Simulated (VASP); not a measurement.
# BaTiO3 (P4mm) in VASP: a series of runs, part 2 of 2

VASP 6.6.1.

### 4 Band structure, PBE

Input file POSCAR:

```
BaTiO3                                  
1.0
    3.9965374438      0.0000000000      0.0000000000
    0.0000000000      3.9965374438      0.0000000000
    0.0000000000      0.0000000000      4.2194901027
  Ba              Ti              O             
     1     1     3
Direct
     0.5000000000000000    0.5000000000000000    0.5897714823185041
     0.0000000000000000    0.0000000000000000    0.1086709239354562
     0.0000000000000000    0.5000000000000000    0.0612164646736844
     0.5000000000000000    0.0000000000000000    0.0612164646736844
     0.0000000000000000    0.0000000000000000    0.5391216543986843
```

Input file INCAR.step1:

```
SYSTEM = BaTiO3
  PREC = Accurate
  ENCUT = 450
  EDIFF = 1E-6
  ISMEAR = 0
  SIGMA = 0.02
  LREAL = .FALSE.
  LASPH = .TRUE.
  NELM = 120
  ALGO = Normal
  ISIF = 2
  LWAVE = .FALSE.
  LCHARG = .TRUE.
  LMAXMIX = 4
  GGA = PE
  NBANDS = 28
  KPAR = 4
```

Input file KPOINTS.step1:

```
regular mesh
0
G
  8 8 8
  0 0 0
```

Input file INCAR.step2:

```
SYSTEM = BaTiO3
  PREC = Accurate
  ENCUT = 450
  EDIFF = 1E-6
  ISMEAR = 0
  SIGMA = 0.05
  LREAL = .FALSE.
  LASPH = .TRUE.
  NELM = 120
  ALGO = Normal
  ISIF = 2
  LWAVE = .FALSE.
  LCHARG = .FALSE.
  LMAXMIX = 4
  GGA = PE
  NBANDS = 28
  KPAR = 4
  ICHARG = 11
```

Input file KPOINTS.step2:

```
path GXMGZRAZ,XR,MA
20
line-mode
reciprocal
 0.0000000000  0.0000000000  0.0000000000  G
 0.0000000000  0.5000000000  0.0000000000  X

 0.0000000000  0.5000000000  0.0000000000  X
 0.5000000000  0.5000000000  0.0000000000  M

 0.5000000000  0.5000000000  0.0000000000  M
 0.0000000000  0.0000000000  0.0000000000  G

 0.0000000000  0.0000000000  0.0000000000  G
 0.0000000000  0.0000000000  0.5000000000  Z

 0.0000000000  0.0000000000  0.5000000000  Z
 0.0000000000  0.5000000000  0.5000000000  R

 0.0000000000  0.5000000000  0.5000000000  R
 0.5000000000  0.5000000000  0.5000000000  A

 0.5000000000  0.5000000000  0.5000000000  A
 0.0000000000  0.0000000000  0.5000000000  Z

 0.0000000000  0.5000000000  0.0000000000  X
 0.0000000000  0.5000000000  0.5000000000  R

 0.5000000000  0.5000000000  0.0000000000  M
 0.5000000000  0.5000000000  0.5000000000  A
```

Potentials or basis: VASP PAW PBE potentials, release 64 (Ba_sv, Ti_sv, O).

Run with:

```console
> cat potpaw_PBE.64/Ba_sv/POTCAR potpaw_PBE.64/Ti_sv/POTCAR potpaw_PBE.64/O/POTCAR > POTCAR
> cp INCAR.step1 INCAR
> cp KPOINTS.step1 KPOINTS
> mpirun -np 4 vasp_std > vasp.out
> cp INCAR.step2 INCAR
> cp KPOINTS.step2 KPOINTS
> mpirun -np 4 vasp_std > vasp.out
```

It took 43 s on 4 MPI ranks of Intel Xeon Platinum 8488C (Sapphire Rapids), shared host; peak memory 0.34 GiB.

Results (log left out):

```yaml
Band_gap_on_the_k_mesh: 1.77 eV, indirect (least direct gap 2.34 eV)
Band_gap_along_the_path: 1.77 eV, indirect (least direct gap 2.34 eV)
```

Levels at the corners of the path, in eV from the valence-band top:
| point | band 16 | band 17 | band 18 | band 19 | band 20 | band 21 | band 22 | band 23 | band 24 | band 25 |
| --- | --- | --- | --- | --- | --- | --- | --- | --- | --- | --- |
| Γ | -1.74 | -1.32 | -0.95 | -0.57 | -0.57 | 1.77 | 2.40 | 2.40 | 3.94 | 4.15 |
| X | -1.97 | -1.96 | -1.71 | -1.59 | -1.35 | 2.47 | 3.38 | 3.48 | 4.01 | 5.40 |
| X | -1.97 | -1.96 | -1.71 | -1.59 | -1.35 | 2.47 | 3.38 | 3.48 | 4.01 | 5.40 |
| M | -2.97 | -2.06 | -1.18 | -1.18 | -0.06 | 3.52 | 3.52 | 3.85 | 4.02 | 7.36 |
| M | -2.97 | -2.06 | -1.18 | -1.18 | -0.06 | 3.52 | 3.52 | 3.85 | 4.02 | 7.36 |
| Γ | -1.74 | -1.32 | -0.95 | -0.57 | -0.57 | 1.77 | 2.40 | 2.40 | 3.94 | 4.15 |
| Γ | -1.74 | -1.32 | -0.95 | -0.57 | -0.57 | 1.77 | 2.40 | 2.40 | 3.94 | 4.15 |
| Z | -2.17 | -2.07 | -1.97 | -0.74 | -0.74 | 1.89 | 3.38 | 3.38 | 3.94 | 5.74 |
| Z | -2.17 | -2.07 | -1.97 | -0.74 | -0.74 | 1.89 | 3.38 | 3.38 | 3.94 | 5.74 |
| R | -2.59 | -1.87 | -1.19 | -1.10 | -0.54 | 3.39 | 3.42 | 3.65 | 4.70 | 6.92 |
| R | -2.59 | -1.87 | -1.19 | -1.10 | -0.54 | 3.39 | 3.42 | 3.65 | 4.70 | 6.92 |
| A | -2.65 | -2.65 | -0.47 | -0.47 | 0.00 | 3.89 | 3.89 | 4.01 | 5.87 | 6.29 |
| A | -2.65 | -2.65 | -0.47 | -0.47 | 0.00 | 3.89 | 3.89 | 4.01 | 5.87 | 6.29 |
| Z | -2.17 | -2.07 | -1.97 | -0.74 | -0.74 | 1.89 | 3.38 | 3.38 | 3.94 | 5.74 |
| X | -1.97 | -1.96 | -1.71 | -1.59 | -1.35 | 2.47 | 3.38 | 3.48 | 4.01 | 5.40 |
| R | -2.59 | -1.87 | -1.19 | -1.10 | -0.54 | 3.39 | 3.42 | 3.65 | 4.70 | 6.92 |
| M | -2.97 | -2.06 | -1.18 | -1.18 | -0.06 | 3.52 | 3.52 | 3.85 | 4.02 | 7.36 |
| A | -2.65 | -2.65 | -0.47 | -0.47 | 0.00 | 3.89 | 3.89 | 4.01 | 5.87 | 6.29 |

Caveat: the cutoff is under 1.25 times the usual one of these potentials, so pressure, stress and relaxed cells hold a basis-set (Pulay) error; the log is that of the step along the path at fixed density, whose energy, stress, charges and moments have no meaning; spin-orbit coupling is left out, which moves the levels of the heavy elements.

### 5 Band structure, r2SCAN

Input file INCAR:

```
SYSTEM = BaTiO3
  PREC = Accurate
  ENCUT = 450
  EDIFF = 1E-6
  ISMEAR = 0
  SIGMA = 0.02
  LREAL = .FALSE.
  LASPH = .TRUE.
  NELM = 120
  ALGO = Normal
  ISIF = 2
  LWAVE = .FALSE.
  LCHARG = .FALSE.
  LMAXMIX = 4
  METAGGA = R2SCAN
  LMIXTAU = .TRUE.
  NBANDS = 28
  KPAR = 4
```

Input file KPOINTS:

```
regular mesh
0
G
  8 8 8
  0 0 0
```

POSCAR is that of step 4.

Input file KPOINTS_OPT:

```
path GXMGZRAZ,XR,MA
20
line-mode
reciprocal
 0.0000000000  0.0000000000  0.0000000000  G
 0.0000000000  0.5000000000  0.0000000000  X

 0.0000000000  0.5000000000  0.0000000000  X
 0.5000000000  0.5000000000  0.0000000000  M

 0.5000000000  0.5000000000  0.0000000000  M
 0.0000000000  0.0000000000  0.0000000000  G

 0.0000000000  0.0000000000  0.0000000000  G
 0.0000000000  0.0000000000  0.5000000000  Z

 0.0000000000  0.0000000000  0.5000000000  Z
 0.0000000000  0.5000000000  0.5000000000  R

 0.0000000000  0.5000000000  0.5000000000  R
 0.5000000000  0.5000000000  0.5000000000  A

 0.5000000000  0.5000000000  0.5000000000  A
 0.0000000000  0.0000000000  0.5000000000  Z

 0.0000000000  0.5000000000  0.0000000000  X
 0.0000000000  0.5000000000  0.5000000000  R

 0.5000000000  0.5000000000  0.0000000000  M
 0.5000000000  0.5000000000  0.5000000000  A
```

Potentials or basis: VASP PAW PBE potentials, release 64 (Ba_sv, Ti_sv, O).

Run with:

```console
> cat potpaw_PBE.64/Ba_sv/POTCAR potpaw_PBE.64/Ti_sv/POTCAR potpaw_PBE.64/O/POTCAR > POTCAR
> mpirun -np 4 vasp_std > vasp.out
```

OUTCAR:

```text
SYSTEM = BaTiO3
   PREC = Accurate
   ENCUT = 450
   EDIFF = 1E-6
   ISMEAR = 0
   LREAL = .FALSE.
   LASPH = .TRUE.
   NELM = 120
   ISIF = 2
   METAGGA = R2SCAN

 ion  position               nearest neighbor table
   1  0.500  0.500  0.590-   3 2.82   4 2.82   4 2.82   3 2.82   5 2.83   5 2.83   5 2.83   5 2.83
                             3 2.99   4 2.99   3 2.99   4 2.99   2 3.48   2 3.48   2 3.48   2 3.48
   2  0.000  0.000  0.109-   5 1.82   4 2.01   3 2.01   3 2.01   4 2.01   5 2.40   1 3.48   1 3.48
                             1 3.48   1 3.48   1 3.57   1 3.57   1 3.57   1 3.57
   3  0.000  0.500  0.061-   2 2.01   2 2.01   1 2.82   1 2.82   1 2.99   1 2.99
   4  0.500  0.000  0.061-   2 2.01   2 2.01   1 2.82   1 2.82   1 2.99   1 2.99
   5  0.000  0.000  0.539-   2 1.82   2 2.40   1 2.83   1 2.83   1 2.83   1 2.83

  LATTYP: Found a simple tetragonal cell.
 ALAT       =     3.9965374438
 C/A-ratio  =     1.0557864557

  Lattice vectors:

 A1 = (   3.9965374438,   0.0000000000,   0.0000000000)
 A2 = (   0.0000000000,   3.9965374438,   0.0000000000)
 A3 = (   0.0000000000,   0.0000000000,   4.2194901027)

Analysis of symmetry for initial positions (statically):
=====================================================================
 Subroutine PRICEL returns:
 Original cell was already a primitive cell.

 Routine SETGRP: Setting up the symmetry group for a
 simple tetragonal supercell.

 Subroutine GETGRP returns: Found  8 space group operations
 (whereof  8 operations were pure point group operations)
 out of a pool of 16 trial point group operations.

The static configuration has the point symmetry C_4v.

Analysis of symmetry for dynamics (positions and initial velocities):
=====================================================================
 Subroutine PRICEL returns:
 Original cell was already a primitive cell.

[... 133 lines left out ...]
     AMIX_MAG =   1.60;   BMIX_MAG =  1.00
  volume/ion in A,a.u.               =      13.48        90.96
  Fermi-wavevector in a.u.,A,eV,Ry     =   1.375790  2.599867 25.753094  1.892799
  Thomas-Fermi vector in A             =   2.501094
   LORBIT       =      0    0 simple, 1 ext, 2 COOP (PROOUT), +10 PAW based schemes
   METAGGA = R2SCAN    functional components
   LHFCALC =     F    Hartree Fock is set to
   AEXX    =    0.0000 exact exchange contribution
   IVDW    =     0    specifies the selected vdW correction
   LEPSILON=     F    determine dielectric tensor
   LRPA    =     F    only Hartree local field effects (RPA)
 non-spin polarized calculation
 Gauss-broadening in eV      SIGMA  =   0.02
  energy-cutoff  :      450.00
  volume of cell :       67.40
 maximum number of plane-waves:      1478
 NGX is ok and might be reduce to    28
   NGX = 13   NGY = 13   NGZ = 15

 number of electron      40.0000018 magnetization

 Free energy of the ion-electron system (eV)
  ---------------------------------------------------
  ext. energy  EPLUGINS =         0.00000000
  ---------------------------------------------------
  free energy    TOTEN  =       -74.25856001 eV

  energy without entropy =      -74.25856001  energy(sigma->0) =      -74.25856001

 E-fermi :   3.6675     XC(G=0): -11.6102

 val. band max:        3.3819633524   @ k =   0.5000   0.5000   0.5000
 cond. band min:       5.5428060735   @ k =   0.0000   0.0000   0.0000
 fundamental gap:      2.1608427211
 Fermi energy:         3.6674919125

 k-point     1 :       0.0000    0.0000    0.0000
  band No.  band energies     occupation
      1     -55.5442      2.00000
      2     -30.8285      2.00000
      3     -30.6826      2.00000
      4     -30.6826      2.00000
      5     -22.5134      2.00000
      6     -14.5937      2.00000
[... 733 lines left out ...]
     27      11.5436      0.00000
     28      12.3093      0.00000

 [... further k-points ...]

------------------------ aborting loop because EDIFF is reached ----------------------------------------

  FORCE on cell =-STRESS in cart. coord.  units (eV):
  Direction    XX          YY          ZZ          XY          YZ          ZX
  --------------------------------------------------------------------------------------
  -------------------------------------------------------------------------------------
  Total       -1.6607646     -1.6607646     -1.6609659      0.0000000      0.0000000      0.0000000
  in kB      -39.4812529    -39.4812529    -39.4860369      0.0000000      0.0000000      0.0000000
  external PRESSURE =     -39.4828476 kB  Pullay stress =       0.0000000 kB

 VOLUME and BASIS-vectors are now :
 -----------------------------------------------------------------------------
  energy-cutoff  :      450.00
  volume of cell :       67.40
      direct lattice vectors                 reciprocal lattice vectors
     3.996537444  0.000000000  0.000000000     0.250216597  0.000000000  0.000000000
     0.000000000  3.996537444  0.000000000     0.000000000  0.250216597  0.000000000
     0.000000000  0.000000000  4.219490103     0.000000000  0.000000000  0.236995461

 POSITION                                       TOTAL-FORCE (eV/Angst)
 -----------------------------------------------------------------------------------
      1.99827      1.99827      2.48853         0.000000     -0.000000     -0.008606
      0.00000      0.00000      0.45854        -0.000000      0.000000     -0.015369
      0.00000      1.99827      0.25830         0.000000      0.000000      0.043612
      1.99827      0.00000      0.25830         0.000000      0.000000      0.043612
      0.00000      0.00000      2.27482         0.000000      0.000000     -0.063248
 -----------------------------------------------------------------------------------
    total drift:                               -0.000000     -0.000000      0.003343

  FREE ENERGIE OF THE ION-ELECTRON SYSTEM (eV)
  ---------------------------------------------------
  free  energy   TOTEN  =       -74.2585600139 eV

  energy  without entropy=      -74.2585600139  energy(sigma->0) =      -74.25856001
```

stdout:

```text
POSCAR found type information on POSCAR BaTiO
 POSCAR found :  3 types and       5 ions
 scaLAPACK will be used
 -----------------------------------------------------------------------------
|                                                                             |
|                                                                             |
|     You enforced a specific xc type in the INCAR file but a different       |
|     I HOPE YOU KNOW WHAT YOU ARE DOING!                                     |
|                                                                             |
 -----------------------------------------------------------------------------

 LDA part: xc-table for (None), standard interpolation
 POSCAR, INCAR and KPOINTS ok, starting setup
 FFT: planning ... GRIDC
 FFT: planning ... GRID_SOFT
 FFT: planning ... GRID
 WAVECAR not read
 entering main loop
 Start KPOINTS_OPT (optional k-point list driver)
k-point batch [1-75\180]
k-point batch [76-150\180]
k-point batch [151-180\180]
```

Run time: 2.8 min. Hardware: 4 MPI ranks of Intel Xeon Platinum 8488C (Sapphire Rapids), shared host; peak memory 0.31 GiB.

Results:

```
Free energy             : -74.2586 eV
Largest force           : 0.063 eV/Å
Band gap on the k mesh  : 2.16 eV, indirect (least direct gap 2.75 eV)
Band gap along the path : 2.16 eV, indirect (least direct gap 2.75 eV)
```

Forces on the atoms (eV/Å):
```
Ba   0.000  0.000 -0.009
Ti   0.000  0.000 -0.015
O    0.000  0.000  0.044
O    0.000  0.000  0.044
O    0.000  0.000 -0.063
```

Levels at the corners of the path, in eV from the valence-band top:
```
point  band 18  band 19  band 20  band 21  band 22  band 23
    Γ    -0.98    -0.58    -0.58     2.16     2.77     2.77
    X    -1.71    -1.63    -1.40     2.84     3.75     3.85
    X    -1.71    -1.63    -1.40     2.84     3.75     3.85
    M    -1.20    -1.20    -0.06     3.89     3.89     4.25
    M    -1.20    -1.20    -0.06     3.89     3.89     4.25
    Γ    -0.98    -0.58    -0.58     2.16     2.77     2.77
    Γ    -0.98    -0.58    -0.58     2.16     2.77     2.77
    Z    -1.99    -0.77    -0.77     2.27     3.74     3.74
    Z    -1.99    -0.77    -0.77     2.27     3.74     3.74
    R    -1.22    -1.12    -0.55     3.76     3.79     4.04
    R    -1.22    -1.12    -0.55     3.76     3.79     4.04
    A    -0.48    -0.48     0.00     4.27     4.27     4.40
    A    -0.48    -0.48     0.00     4.27     4.27     4.40
    Z    -1.99    -0.77    -0.77     2.27     3.74     3.74
    X    -1.71    -1.63    -1.40     2.84     3.75     3.85
    R    -1.22    -1.12    -0.55     3.76     3.79     4.04
    M    -1.20    -1.20    -0.06     3.89     3.89     4.25
    A    -0.48    -0.48     0.00     4.27     4.27     4.40
```

Caveat: the cutoff is under 1.25 times the usual one of these potentials, so pressure, stress and relaxed cells hold a basis-set (Pulay) error; the PAW data sets were made with another functional, which shifts forces and pressure a little; spin-orbit coupling is left out, which moves the levels of the heavy elements. r2SCAN opens gaps a little over a GGA but as a rule still falls short of measured ones.

### 6 Band structure, HSE06

POSCAR is that of step 5.

Input file INCAR.step1:

```
SYSTEM = BaTiO3
  PREC = Accurate
  ENCUT = 450
  EDIFF = 1E-5
  ISMEAR = 0
  SIGMA = 0.02
  LREAL = .FALSE.
  LASPH = .TRUE.
  NELM = 120
  ALGO = Normal
  ISIF = 2
  LWAVE = .TRUE.
  LCHARG = .FALSE.
  LMAXMIX = 4
  NBANDS = 28
  KPAR = 4
  GGA = PE
```

INCAR.step2: that of step 4 with these lines changed.

```diff
@@ -5,3 +5,3 @@
   ISMEAR = 0
-  SIGMA = 0.05
+  SIGMA = 0.02
   LREAL = .FALSE.
@@ -15,4 +15,7 @@
   GGA = PE
+  LHFCALC = .TRUE.
+  HFSCREEN = 0.2
+  PRECFOCK = Fast
   NBANDS = 28
   KPAR = 4
-  ICHARG = 11
+  ISTART = 1
```

Input file KPOINTS:

```
regular mesh
0
G
  6 6 6
  0 0 0
```

KPOINTS_OPT: that of step 5 with these lines changed.

```diff
@@ -1,3 +1,3 @@
 path GXMGZRAZ,XR,MA
-20
+12
 line-mode
```

Potentials or basis: VASP PAW PBE potentials, release 64 (Ba_sv, Ti_sv, O).

Run with:

```console
> cat potpaw_PBE.64/Ba_sv/POTCAR potpaw_PBE.64/Ti_sv/POTCAR potpaw_PBE.64/O/POTCAR > POTCAR
> cp INCAR.step1 INCAR
> mpirun -np 4 vasp_std > vasp.out
> cp INCAR.step2 INCAR
> mpirun -np 4 vasp_std > vasp.out
```

Run time: 2 h. Hardware: 4 MPI ranks of Intel Xeon Platinum 8488C (Sapphire Rapids), shared host; peak memory 0.48 GiB.

Results (log left out):

```yaml
Free_energy: -48.5285 eV
Largest_force: 0.509 eV/Å
Band_gap_on_the_k_mesh: 3.23 eV, indirect (least direct gap 3.80 eV)
Band_gap_along_the_path: 3.23 eV, indirect (least direct gap 3.80 eV)
```

Forces on the atoms (eV/Å):
```
Ba   0.000  0.000  0.015
Ti   0.000  0.000  0.366
O    0.000  0.000  0.064
O    0.000  0.000  0.064
O    0.000  0.000 -0.509
```

Levels at the corners of the path, in eV from the valence-band top:
```tsv
point	band 18	band 19	band 20	band 21	band 22	band 23
Γ	-0.99	-0.57	-0.57	3.23	3.87	3.87
X	-1.79	-1.68	-1.45	3.96	5.01	5.10
X	-1.79	-1.68	-1.45	3.96	5.01	5.10
M	-1.23	-1.23	-0.06	5.15	5.15	5.44
M	-1.23	-1.23	-0.06	5.15	5.15	5.44
Γ	-0.99	-0.57	-0.57	3.23	3.87	3.87
Γ	-0.99	-0.57	-0.57	3.23	3.87	3.87
Z	-2.05	-0.78	-0.78	3.37	4.99	4.99
Z	-2.05	-0.78	-0.78	3.37	4.99	4.99
R	-1.26	-1.18	-0.55	5.01	5.06	5.33
R	-1.26	-1.18	-0.55	5.01	5.06	5.33
A	-0.48	-0.48	0.00	5.59	5.59	5.76
A	-0.48	-0.48	0.00	5.59	5.59	5.76
Z	-2.05	-0.78	-0.78	3.37	4.99	4.99
X	-1.79	-1.68	-1.45	3.96	5.01	5.10
R	-1.26	-1.18	-0.55	5.01	5.06	5.33
M	-1.23	-1.23	-0.06	5.15	5.15	5.44
A	-0.48	-0.48	0.00	5.59	5.59	5.76
```

Caveat: the cutoff is under 1.25 times the usual one of these potentials, so pressure, stress and relaxed cells hold a basis-set (Pulay) error; the PAW data sets were made with another functional, which shifts forces and pressure a little; spin-orbit coupling is left out, which moves the levels of the heavy elements.

### 7 Overview

```tsv
task	level	potentials or basis	k mesh	grid for exact exchange (PRECFOCK)	screening parameter	gap on the mesh (eV)	largest force (eV/Å)
dielectric tensor	PBE	VASP PAW PBE potentials, release 64 (Ba_sv, Ti_sv, O)	8 × 8 × 8	-	-	1.77	-
band structure	LDA	VASP PAW LDA potentials, release 64 (Ba_sv, Ti_sv, O)	8 × 8 × 8	-	-	1.68	-
band structure	PBE	VASP PAW PBE potentials, release 64 (Ba_sv, Ti_sv, O)	8 × 8 × 8	-	-	1.77	-
band structure	r2SCAN	VASP PAW PBE potentials, release 64 (Ba_sv, Ti_sv, O)	8 × 8 × 8	-	-	2.16	0.06
band structure	HSE06	VASP PAW PBE potentials, release 64 (Ba_sv, Ti_sv, O)	6 × 6 × 6	Fast	0.2 1/A	3.23	0.51
```

Alike in all rows: no spin polarisation; cell as given; cutoff (eV) 450; smearing gaussian 0.02 eV.

Caveats: the cutoff is under 1.25 times the usual one of these potentials, so pressure, stress and relaxed cells hold a basis-set (Pulay) error; spin-orbit coupling is left out, which moves the levels of the heavy elements; the PAW data sets were made with another functional, which shifts forces and pressure a little (some runs); some modes are imaginary (some runs).

Absolute energies hang on the potentials; compare differences alone.
